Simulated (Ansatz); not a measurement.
# Fe: from the end of a run back to its start

Fe is taken as a measured crystal structure (space group Fm-3m, primitive cell doubled), 2 atoms in the cell. Source: COD entry 9014113; it may be a high-temperature, high-pressure or metastable form.

```yaml
crystal:
  lattice:
    - [0.00000, 1.73400, 1.73400]
    - [3.46800, 0.00000, 3.46800]
    - [1.73400, 1.73400, 0.00000]
  atoms:
    - { symbol: Fe, position: [0.00000, 0.00000, 0.00000] }
    - { symbol: Fe, position: [0.00000, 0.50000, 0.00000] }
```

Atoms are numbered from 1 in the order listed.

Theory: DFT, PBE, PAW, plane waves, scalar-relativistic (Ansatz).

```json
{
 "Plane-wave cutoff": "420 eV",
 "k-point mesh": "15×8×15 (Γ-centred)",
 "Occupations": "Fermi–Dirac smearing, 0.1 eV"
}
```

Site moments are integrals over atomic spheres and don't add up to the total.

The mesh has less symmetry than the lattice, which lowers the symmetry of the run.

In a plain SCF nothing is tried after convergence.

One run gave this history:

```tsv
iteration	Harris–Foulkes energy + 8960 (eV)	largest residual (eV)	M (μB)	absolute moment (μB)
1	0.2489	3.77e+00	0.00	5.10
2	0.0672	2.35e+00	0.00	4.87
3	-0.9898	1.75e+00	0.00	3.63
4	-0.6577	1.07e-01	0.00	3.05
5	-0.7171	1.09e-02	0.00	2.37
6	-0.7246	3.56e-03	0.00	2.17
7	-0.7263	7.07e-04	0.00	2.01
8	-0.7270	9.07e-05	0.00	1.97
9	-0.7270	1.26e-05	0.00	1.93
10	-0.7271	1.20e-06	0.00	1.91
11	-0.7271	1.27e-07	0.00	1.90
12	-0.7271	8.68e-09	0.00	1.90
13	-0.7271	3.74e-09	0.00	1.90
```

It ended antiferromagnetic, site moments Fe1 0.93, Fe2 -0.93 μB, total 0.00 μB per cell, no gap on the k-mesh.

Task: These set-ups ended in different states. Which one gave the run above?
A. opposed moments +-, plain SCF [Fe1 4.00, Fe2 -4.00 μB]
B. parallel moments, plain SCF [Fe1 4.00, Fe2 4.00 μB]
C. a moment on one site alone, plain SCF [Fe2 4.00 μB]

Result: A. The others ended as follows, with energies against this run: “a moment on one site alone, plain SCF” ferrimagnetic, +1.6 meV/atom; “parallel moments, plain SCF” ferromagnetic, -5.7 meV/atom.
